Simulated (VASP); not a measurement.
# The defect H_Cl in a supercell of LiCl (Fm-3m), part 2 of 9

Aim: the formation energy and local structure of the defect H_Cl in LiCl (Fm-3m). The start is a computed cell from the Materials Project.

VASP 6.6.1, plane waves and PAW; the level of theory is named at each step.

So far. Step 2 (Relaxing the host crystal): The run ended after 2 ionic steps, 0.000 eV below its first step, once forces and stress met EDIFFG = -0.02. The relaxed cell has a = 5.079 Å (conventional setting).

### Step 3. Screening in the host

Level of this step: PBEsol; plane waves and PAW (Li, Cl) (VASP).

Charged cells interact with their images through the host's screening, so the correction needs its dielectric constant.

The input, INCAR:

```
SYSTEM = LiCl
PREC = Accurate
ENCUT = 300
EDIFF = 1E-08
NELM = 120
ISMEAR = 0
SIGMA = 0.05
LREAL = .FALSE.
ALGO = Normal
GGA = PS
NBANDS = 10
LWAVE = .FALSE.
LCHARG = .FALSE.
KPAR = 4
LEPSILON = .TRUE.
IBRION = 8
NSW = 1
```

The input, POSCAR:

```
LiCl
1.0
    0.0000000000      2.5393800284      2.5393800284
    2.5393800284      0.0000000000      2.5393800284
    2.5393800284      2.5393800284      0.0000000000
Li Cl
1 1
Direct
    0.0000000000      0.0000000000      0.0000000000
    0.5000000000      0.5000000000      0.5000000000
```

The input, KPOINTS:

```
Automatic mesh
0
Gamma
8 8 8
0 0 0
```

Potentials, in the order of the species: Li and Cl (PBE family, release 64).

Command:

```
$ mpirun -np 4 vasp_std
```

What it wrote:

```text
[banner, memory and clock lines left out]
running    4 mpi-ranks, on    1 nodes
 distrk:  each k-point on    1 cores,    4 groups
 distr:  one band on    1 cores,    1 groups

 POSCAR found type information on POSCAR LiCl
 POSCAR found :  2 types and       2 ions
 [... a notice as in an earlier step ...]

 LDA part: xc-table for (Slater+PW92), standard interpolation
 POSCAR, INCAR and KPOINTS ok, starting setup
 FFT: planning ... GRIDC
 FFT: planning ... GRID_SOFT
 FFT: planning ... GRID
 WAVECAR not read
 entering main loop
       N       E                     dE             d eps       ncg     rms          rms(c)
DAV:   1     0.104167697929E+02    0.10417E+02   -0.28790E+03   724   0.403E+02
DAV:   2    -0.714836149156E+01   -0.17565E+02   -0.17226E+02   720   0.859E+01
DAV:   3    -0.766548874145E+01   -0.51713E+00   -0.51682E+00   686   0.146E+01
DAV:   4    -0.766840236052E+01   -0.29136E-02   -0.29134E-02   752   0.122E+00
DAV:   5    -0.766841956781E+01   -0.17207E-04   -0.17207E-04   724   0.847E-02    0.214E+00
DAV:   6    -0.762359702465E+01    0.44823E-01   -0.12229E-01   642   0.162E+00    0.153E+00
DAV:   7    -0.762455913133E+01   -0.96211E-03   -0.32701E-02   672   0.929E-01    0.779E-01
DAV:   8    -0.762675091153E+01   -0.21918E-02   -0.28573E-03   664   0.387E-01    0.133E-01
DAV:   9    -0.762674379370E+01    0.71178E-05   -0.28917E-05   706   0.362E-02    0.858E-02
DAV:  10    -0.762677084534E+01   -0.27052E-04   -0.70394E-05   648   0.466E-02    0.682E-02
DAV:  11    -0.762676336920E+01    0.74761E-05   -0.20224E-05   656   0.214E-02    0.854E-03
DAV:  12    -0.762676312811E+01    0.24108E-06   -0.78610E-07   690   0.563E-03    0.967E-04
DAV:  13    -0.762676314958E+01   -0.21465E-07   -0.68633E-09   696   0.564E-04    0.343E-04
DAV:  14    -0.762676311585E+01    0.33727E-07   -0.21672E-09   372   0.232E-04    0.395E-04
DAV:  15    -0.762676312089E+01   -0.50422E-08   -0.42227E-10   350   0.107E-04
   1 F= -.76267631E+01 E0= -.76267631E+01  d E =-.322215E-16
 Linear response reoptimize wavefunctions to high precision
DAV:   1    -0.762676312314E+01   -0.22501E-08   -0.73996E-11   378   0.564E-05
DAV:   2    -0.762676312314E+01    0.90381E-11   -0.41704E-12   346   0.113E-05
 Linear response G [H, r] |phi>, progress :
  Direction:   1
       N       E                     dE             d eps       ncg     rms
RMM:   1    -0.315429975584E+02   -0.31543E+02    0.39490E+00  1340   0.480E+01
RMM:   2    -0.298641968230E+02    0.16788E+01   -0.11371E+00   973   0.751E+00
RMM:   3    -0.298783296226E+02   -0.14133E-01   -0.14196E-02   981   0.856E-01
RMM:   4    -0.298786575300E+02   -0.32791E-03   -0.47065E-04  1023   0.121E-01
RMM:   5    -0.298786712666E+02   -0.13737E-04   -0.86452E-06  1046   0.174E-02
RMM:   6    -0.298786715031E+02   -0.23648E-06   -0.17971E-07  1056   0.262E-03
RMM:   7    -0.298786715138E+02   -0.10709E-07    0.30793E-07  1001   0.486E-04
RMM:   8    -0.298786714518E+02    0.61995E-07    0.16831E-08   891   0.142E-04
RMM:   9    -0.298786714512E+02    0.57340E-09   -0.45358E-07   865   0.948E-05
RMM:  10    -0.298786714470E+02    0.42591E-08   -0.32519E-06   799   0.878E-05
RMM:  11    -0.298786714271E+02    0.19875E-07   -0.12575E-05   695   0.881E-05
RMM:  12    -0.298786714598E+02   -0.32686E-07   -0.17053E-05   625   0.894E-05
 Linear response G [H, r] |phi>, progress :
  Direction:   2
       N       E                     dE             d eps       ncg     rms
RMM:   1    -0.330879985516E+02   -0.33088E+02   -0.11482E+01  1335   0.478E+01
RMM:   2    -0.318276728963E+02    0.12603E+01   -0.82842E-01   958   0.671E+00
RMM:   3    -0.318391952056E+02   -0.11522E-01   -0.10775E-02   971   0.756E-01
RMM:   4    -0.318395115649E+02   -0.31636E-03   -0.45569E-04  1020   0.113E-01
RMM:   5    -0.318395260519E+02   -0.14487E-04   -0.91199E-06  1022   0.170E-02
RMM:   6    -0.318395263060E+02   -0.25407E-06   -0.52458E-07  1058   0.264E-03
RMM:   7    -0.318395263206E+02   -0.14584E-07   -0.35364E-07   961   0.500E-04
RMM:   8    -0.318395263373E+02   -0.16710E-07   -0.13980E-08   869   0.146E-04
RMM:   9    -0.318395263369E+02    0.36565E-09    0.29910E-08   841   0.955E-05
 Linear response G [H, r] |phi>, progress :
  Direction:   3
       N       E                     dE             d eps       ncg     rms
RMM:   1    -0.261211977468E+02   -0.26121E+02    0.48666E+01  1275   0.469E+01
RMM:   2    -0.249222216564E+02    0.11990E+01   -0.13328E+00   959   0.724E+00
RMM:   3    -0.249393721597E+02   -0.17151E-01   -0.22081E-02   961   0.896E-01
RMM:   4    -0.249396871139E+02   -0.31495E-03   -0.49833E-04  1007   0.123E-01
RMM:   5    -0.249397012127E+02   -0.14099E-04   -0.10088E-05  1010   0.176E-02
RMM:   6    -0.249397014664E+02   -0.25373E-06   -0.42426E-07  1021   0.269E-03
RMM:   7    -0.249397014802E+02   -0.13841E-07    0.68709E-08   934   0.477E-04
RMM:   8    -0.249397014789E+02    0.13616E-08   -0.29707E-08   834   0.128E-04
 Linear response to external field (no local field effect), progress :
  Direction:   1
       N       E                     dE             d eps       ncg     rms          rms(c)
RMM:   1    -0.227354742877E+00   -0.22735E+00   -0.68925E-01  1321   0.230E+00
RMM:   2    -0.228872538759E+00   -0.15178E-02   -0.14412E-03   972   0.241E-01
RMM:   3    -0.228880985983E+00   -0.84472E-05   -0.14896E-05   971   0.248E-02
RMM:   4    -0.228881089562E+00   -0.10358E-06   -0.20122E-07   999   0.296E-03
RMM:   5    -0.228881091098E+00   -0.15356E-08   -0.30950E-09   941   0.350E-04
 change of polarisation eV/A/(eV/A) component  1 :     0.458     0.151     0.047
 dielectric tensor                  component  1 :     3.529     0.837     0.258
 Linear response to external field (no local field effect), progress :
  Direction:   2
       N       E                     dE             d eps       ncg     rms          rms(c)
RMM:   1    -0.253064930931E+00   -0.25306E+00   -0.77902E-01  1307   0.240E+00
RMM:   2    -0.254725567763E+00   -0.16606E-02   -0.15222E-03   954   0.247E-01
RMM:   3    -0.254734358943E+00   -0.87912E-05   -0.15519E-05   973   0.257E-02
RMM:   4    -0.254734476449E+00   -0.11751E-06   -0.20729E-07   993   0.297E-03
RMM:   5    -0.254734477953E+00   -0.15040E-08   -0.33633E-09   949   0.363E-04
 change of polarisation eV/A/(eV/A) component  2 :     0.151     0.509    -0.071
 dielectric tensor                  component  2 :     0.837     3.815    -0.395
 Linear response to external field (no local field effect), progress :
  Direction:   3
       N       E                     dE             d eps       ncg     rms          rms(c)
RMM:   1    -0.155964852714E+00   -0.15596E+00   -0.41309E-01  1267   0.199E+00
RMM:   2    -0.156569830951E+00   -0.60498E-03   -0.16157E-03   951   0.225E-01
RMM:   3    -0.156571597339E+00   -0.17664E-05   -0.18720E-05   948   0.255E-02
RMM:   4    -0.156571655054E+00   -0.57714E-07   -0.24471E-07   969   0.290E-03
RMM:   5    -0.156571656115E+00   -0.10612E-08   -0.36971E-09   886   0.331E-04
 change of polarisation eV/A/(eV/A) component  3 :     0.047    -0.071     0.313
 dielectric tensor                  component  3 :     0.258    -0.395     2.730
 Linear response to external field, progress :
  Direction:   1
       N       E                     dE             d eps       ncg     rms          rms(c)
RMM:   1    -0.212202924085E+00   -0.21220E+00   -0.62787E-01  2629   0.223E+00
RMM:   2    -0.213389335551E+00   -0.11864E-02   -0.15253E-03  1926   0.237E-01    0.106E+00
RMM:   3    -0.191115432743E+00    0.22274E-01   -0.25789E-02  1846   0.781E-01    0.525E-01
RMM:   4    -0.196449976509E+00   -0.53345E-02   -0.10762E-02  1929   0.531E-01    0.180E-01
RMM:   5    -0.204140090702E+00   -0.76901E-02   -0.36957E-04  1912   0.156E-01    0.364E-02
RMM:   6    -0.204064237805E+00    0.75853E-04   -0.22847E-06  1997   0.111E-02    0.243E-02
RMM:   7    -0.204404749612E+00   -0.34051E-03   -0.60071E-06  1887   0.159E-02    0.227E-03
RMM:   8    -0.204430962856E+00   -0.26213E-04   -0.44418E-07  2012   0.390E-03    0.461E-04
RMM:   9    -0.204431382500E+00   -0.41964E-06   -0.79575E-09  2103   0.665E-04    0.167E-04
RMM:  10    -0.204431125533E+00    0.25697E-06   -0.25368E-09  1921   0.109E-04    0.140E-05
RMM:  11    -0.204430753009E+00    0.37252E-06   -0.25281E-09  1321   0.333E-05    0.826E-06
 change of polarisation eV/A/(eV/A) component  1 :     0.368     0.095     0.028
 dielectric tensor                  component  1 :     3.035     0.528     0.155
 Linear response to external field, progress :
  Direction:   2
       N       E                     dE             d eps       ncg     rms          rms(c)
RMM:   1    -0.212093584653E+00   -0.21209E+00   -0.62677E-01  2634   0.223E+00
RMM:   2    -0.213389284059E+00   -0.12957E-02   -0.15273E-03  1928   0.238E-01    0.106E+00
RMM:   3    -0.191119068777E+00    0.22270E-01   -0.25772E-02  1853   0.781E-01    0.525E-01
RMM:   4    -0.196452007877E+00   -0.53329E-02   -0.10769E-02  1935   0.531E-01    0.180E-01
RMM:   5    -0.204142494532E+00   -0.76905E-02   -0.37018E-04  1922   0.156E-01    0.364E-02
RMM:   6    -0.204065316720E+00    0.77178E-04   -0.23167E-06  2001   0.111E-02    0.242E-02
RMM:   7    -0.204404668636E+00   -0.33935E-03   -0.60119E-06  1904   0.159E-02    0.226E-03
RMM:   8    -0.204430975277E+00   -0.26307E-04   -0.44479E-07  2028   0.390E-03    0.459E-04
RMM:   9    -0.204431387771E+00   -0.41249E-06   -0.80793E-09  2109   0.665E-04    0.165E-04
RMM:  10    -0.204431155606E+00    0.23217E-06   -0.28625E-09  1911   0.108E-04    0.141E-05
RMM:  11    -0.204430780055E+00    0.37555E-06   -0.46703E-09  1319   0.336E-05    0.822E-06
 change of polarisation eV/A/(eV/A) component  2 :     0.076     0.368    -0.018
 dielectric tensor                  component  2 :     0.420     3.035    -0.101
 Linear response to external field, progress :
  Direction:   3
       N       E                     dE             d eps       ncg     rms          rms(c)
RMM:   1    -0.212088015915E+00   -0.21209E+00   -0.62672E-01  2634   0.223E+00
RMM:   2    -0.213389281961E+00   -0.13013E-02   -0.15262E-03  1930   0.238E-01    0.106E+00
RMM:   3    -0.191117579296E+00    0.22272E-01   -0.25786E-02  1854   0.781E-01    0.525E-01
RMM:   4    -0.196450826751E+00   -0.53332E-02   -0.10765E-02  1938   0.531E-01    0.180E-01
RMM:   5    -0.204142622729E+00   -0.76918E-02   -0.37007E-04  1923   0.156E-01    0.365E-02
RMM:   6    -0.204065348108E+00    0.77275E-04   -0.23051E-06  2004   0.111E-02    0.243E-02
RMM:   7    -0.204404713078E+00   -0.33936E-03   -0.60517E-06  1885   0.159E-02    0.228E-03
RMM:   8    -0.204430933109E+00   -0.26220E-04   -0.44862E-07  2032   0.392E-03    0.458E-04
RMM:   9    -0.204431384435E+00   -0.45133E-06   -0.76214E-09  2102   0.668E-04    0.166E-04
RMM:  10    -0.204431162898E+00    0.22154E-06   -0.15789E-09  1903   0.108E-04    0.142E-05
RMM:  11    -0.204430783451E+00    0.37945E-06   -0.77777E-11  1349   0.340E-05    0.817E-06
 change of polarisation eV/A/(eV/A) component  3 :     0.004     0.045     0.368
 dielectric tensor                  component  3 :     0.019     0.251     3.035
 Linear response DOF=           2
 Linear response progress:
  Degree of freedom:   1/  2
       N       E                     dE             d eps       ncg     rms          rms(c)
RMM:   1    -0.941876681470E-03   -0.94188E-03   -0.17803E-03  2239   0.323E-01
RMM:   2    -0.893009460817E-03    0.48867E-04   -0.12517E-04  1922   0.644E-02    0.325E-02
RMM:   3    -0.868081191254E-03    0.24928E-04   -0.22650E-05  1916   0.244E-02    0.176E-02
RMM:   4    -0.874335192519E-03   -0.62540E-05   -0.12264E-05  1894   0.182E-02    0.475E-03
RMM:   5    -0.880066823443E-03   -0.57316E-05   -0.53675E-07  1942   0.491E-03    0.819E-04
RMM:   6    -0.881600907455E-03   -0.15341E-05   -0.27680E-08  1950   0.108E-03    0.658E-04
RMM:   7    -0.881613468406E-03   -0.12561E-07   -0.24520E-09  1948   0.394E-04    0.581E-05
RMM:   8    -0.881625330602E-03   -0.11862E-07   -0.30332E-10  2000   0.945E-05    0.275E-05
RMM:   9    -0.881619091217E-03    0.62394E-08   -0.24037E-11  1993   0.352E-05    0.320E-06
 first order change of Fermi-energy  -0.21766E-04
 force on displaced ion       1 direction 1 :  -0.869   0.000   0.000
 Born effective charge ion    1 direction 1 :   1.176   0.000   0.000
 Linear response progress:
  Degree of freedom:   2/  2
       N       E                     dE             d eps       ncg     rms          rms(c)
RMM:   1    -0.187199168805E+00   -0.18720E+00    0.16612E-03  2407   0.288E+00
RMM:   2    -0.186383684544E+00    0.81548E-03   -0.18561E-03  1858   0.275E-01    0.576E-02
RMM:   3    -0.187009164325E+00   -0.62548E-03   -0.68395E-05  1779   0.508E-02    0.306E-02
RMM:   4    -0.187633317063E+00   -0.62415E-03   -0.38871E-05  1774   0.375E-02    0.106E-02
RMM:   5    -0.187675936452E+00   -0.42619E-04   -0.27217E-06  1918   0.133E-02    0.355E-03
RMM:   6    -0.187675809038E+00    0.12741E-06   -0.12951E-08  2025   0.865E-04    0.331E-03
RMM:   7    -0.187681722099E+00   -0.59131E-05   -0.85258E-08  1839   0.165E-03    0.310E-04
RMM:   8    -0.187676359288E+00    0.53628E-05   -0.40559E-09  1912   0.351E-04    0.125E-04
RMM:   9    -0.187675104195E+00    0.12551E-05   -0.20749E-09  1947   0.131E-04    0.731E-05
RMM:  10    -0.187674003000E+00    0.11012E-05   -0.78459E-09  1948   0.903E-05    0.331E-05
RMM:  11    -0.187674018009E+00   -0.15008E-07   -0.79358E-08  2065   0.201E-05    0.190E-05
RMM:  12    -0.187674157331E+00   -0.13932E-06   -0.17091E-08  1984   0.121E-05    0.814E-07
RMM:  13    -0.187674153105E+00    0.42254E-08    0.43932E-08  1923   0.679E-06    0.751E-07
 first order change of Fermi-energy   0.17145E-02
 force on displaced ion       2 direction 1 :  -0.899   0.000   0.000
 Born effective charge ion    2 direction 1 :  -1.166   0.000   0.000
 Born effective charges drift removed
 Linear response finished
```

Elapsed: 26 s, on 4 MPI ranks of AMD EPYC 7R43, shared host; peak memory 0.49 GiB; 99 s of CPU time.

Parts of OUTCAR (step 3):

```text
  LATTYP: Found a face centered cubic cell.
 ALAT       =     5.0787600568

The static configuration has the point symmetry O_h .

 Found     29 irreducible k-points:

   k-points           NKPTS =     29   k-points in BZ     NKDIM =     29   number of bands    NBANDS=     10

   dimension x,y,z NGX =    20 NGY =   20 NGZ =   20
   dimension x,y,z NGXF=    40 NGYF=   40 NGZF=   40

   ENCUT  =  300.0 eV  22.05 Ry    4.70 a.u.   5.07  5.07  5.07*2*pi/ulx,y,z

   NELECT =       8.0000    total number of electrons

  Total       -0.1104891     -0.1104891     -0.1104891      0.0000000      0.0000000     -0.0000000
  in kB       -5.4052632     -5.4052632     -5.4052632      0.0000000      0.0000000     -0.0000000
  external PRESSURE =      -5.4052632 kB  Pullay stress =       0.0000000 kB

  energy-cutoff  :      300.00
  volume of cell :       32.75
      direct lattice vectors                 reciprocal lattice vectors
     0.000000000  2.539380028  2.539380028    -0.196898453  0.196898453  0.196898453
     2.539380028  0.000000000  2.539380028     0.196898453 -0.196898453  0.196898453
     2.539380028  2.539380028  0.000000000     0.196898453  0.196898453 -0.196898453

 POSITION                                       TOTAL-FORCE (eV/Angst)
 -----------------------------------------------------------------------------------
      0.00000      0.00000      0.00000        -0.000000      0.000000     -0.000000
      2.53938      2.53938      2.53938         0.000000     -0.000000      0.000000
 -----------------------------------------------------------------------------------
    total drift:                                0.000000      0.000000      0.000000

 MACROSCOPIC STATIC DIELECTRIC TENSOR (including local field effects in DFT)
 ------------------------------------------------------
           3.035251     0.000000     0.000000
          -0.000000     3.035251     0.000000
          -0.000000    -0.000000     3.035251
 ------------------------------------------------------

 PIEZOELECTRIC TENSOR (including local field effects)  for field in x, y, z        (C/m^2)
          XX          YY          ZZ          XY          YZ          ZX
  --------------------------------------------------------------------------------
  x     0.00000     0.00000     0.00000     0.00000     0.00000     0.00000
  y     0.00000     0.00000     0.00000     0.00000     0.00000     0.00000
  z     0.00000     0.00000     0.00000     0.00000     0.00000     0.00000

 BORN EFFECTIVE CHARGES (including local field effects) (in |e|, cummulative output)
 ---------------------------------------------------------------------------------
 ion    1
    1     1.17100    -0.00000     0.00000
    2     0.00000     1.17100     0.00000
    3     0.00000     0.00000     1.17100
 ion    2
    1    -1.17100     0.00000     0.00000
    2    -0.00000    -1.17100     0.00000
    3     0.00000     0.00000    -1.17100

 Eigenvectors and eigenvalues of the dynamical matrix
 ----------------------------------------------------

   1 f  =    6.042265 THz    37.964668 2PiTHz  201.548253 cm-1    24.988787 meV
             X         Y         Z           dx          dy          dz
      0.000000  0.000000  0.000000     0.911152   -0.000000    0.000000
      2.539380  2.539380  2.539380    -0.412071    0.000000    0.000000

   2 f  =    6.042265 THz    37.964668 2PiTHz  201.548253 cm-1    24.988787 meV
             X         Y         Z           dx          dy          dz
      0.000000  0.000000  0.000000     0.000000    0.816377    0.404630
      2.539380  2.539380  2.539380     0.000000   -0.369209   -0.182995

   3 f  =    6.042265 THz    37.964668 2PiTHz  201.548253 cm-1    24.988787 meV
             X         Y         Z           dx          dy          dz
      0.000000  0.000000  0.000000     0.000000    0.404630   -0.816377
      2.539380  2.539380  2.539380    -0.000000   -0.182995    0.369209

   4 f/i=    0.038173 THz     0.239849 2PiTHz    1.273321 cm-1     0.157872 meV
             X         Y         Z           dx          dy          dz
      0.000000  0.000000  0.000000     0.400900    0.029463    0.090629
      2.539380  2.539380  2.539380     0.886451    0.065147    0.200395

   5 f/i=    0.038173 THz     0.239849 2PiTHz    1.273321 cm-1     0.157872 meV
             X         Y         Z           dx          dy          dz
      0.000000  0.000000  0.000000    -0.090333   -0.007353    0.401980
      2.539380  2.539380  2.539380    -0.199740   -0.016259    0.888840

   6 f/i=    0.038173 THz     0.239849 2PiTHz    1.273321 cm-1     0.157872 meV
             X         Y         Z           dx          dy          dz
      0.000000  0.000000  0.000000    -0.030359    0.410950    0.000695
      2.539380  2.539380  2.539380    -0.067127    0.908674    0.001537

 MACROSCOPIC STATIC DIELECTRIC TENSOR IONIC CONTRIBUTION
 ------------------------------------------------------
           8.567266    -0.000000     0.000000
          -0.000000     8.567266     0.000000
           0.000000     0.000000     8.567266
 ------------------------------------------------------

 ELASTIC MODULI CONTR FROM IONIC RELAXATION (kBar)
 Direction    XX          YY          ZZ          XY          YZ          ZX
 --------------------------------------------------------------------------------
 XX           0.0000      0.0000      0.0000      0.0000      0.0000      0.0000
 YY           0.0000      0.0000      0.0000      0.0000      0.0000      0.0000
 ZZ           0.0000      0.0000      0.0000      0.0000      0.0000      0.0000
 XY           0.0000      0.0000      0.0000      0.0000      0.0000      0.0000
 YZ           0.0000      0.0000      0.0000      0.0000      0.0000      0.0000
 ZX           0.0000      0.0000      0.0000      0.0000      0.0000      0.0000
 --------------------------------------------------------------------------------

 PIEZOELECTRIC TENSOR IONIC CONTR  for field in x, y, z        (C/m^2)
          XX          YY          ZZ          XY          YZ          ZX
  --------------------------------------------------------------------------------
  x     0.00000     0.00000     0.00000     0.00000     0.00000     0.00000
  y     0.00000     0.00000     0.00000     0.00000     0.00000     0.00000
  z     0.00000     0.00000     0.00000     0.00000     0.00000     0.00000

[... 2 parts as in an earlier step ...]

[... 2 further parts left out ...]
```

Energies printed during the response cycles are not total energies of the cell.

This step gave:

```
pressure of the cell      : -0.5405 GPa
largest force of the cell : 0 eV/Å
Fermi energy              : 0.8894 eV
```

Electronic dielectric tensor with local fields:

```
3.04 0.00 0.00
0.00 3.04 0.00
0.00 0.00 3.04
```

Ionic part of the static dielectric tensor:

```
8.57 0.00 0.00
0.00 8.57 0.00
0.00 0.00 8.57
```

Born effective charge (e), principal values of the symmetric part by kind of site:

```tsv
atom	atoms with these values	low	middle	high	mean
Li1	1	1.17	1.17	1.17	1.17
Cl2	1	-1.17	-1.17	-1.17	-1.17
```

In full for Cl2:

```
-1.17  0.00  0.00
 0.00 -1.17  0.00
 0.00  0.00 -1.17
```

Lines of the infrared spectrum (strongest = 100):

```tsv
position (cm⁻¹)	lines merged	squared mode dipole, relative
202	3	100
```

The electrons screen with a mean of 3.04 and the ions add 8.57; the sum enters the correction.

(Part 2 of 9 ends here.)

[Lines on the potential files, build, host, timing and source positions are cut from VASP's logs without a mark.]

[Logs are printed without paths, hosts, clocks, repeated set-up lines and the standing remarks that a program may print on its own settings, such as how far it seeks lower states.]

[Hosts, paths, dates, database ids (printed as entryN), source tags and the programs' standing remarks are cut or masked in the printed files.]

[In band tables of VASP the shares of atoms and orbitals are scaled to a sum of 1 inside the atoms' spheres.]

[Runs that stopped without an error message from VASP are left out.]
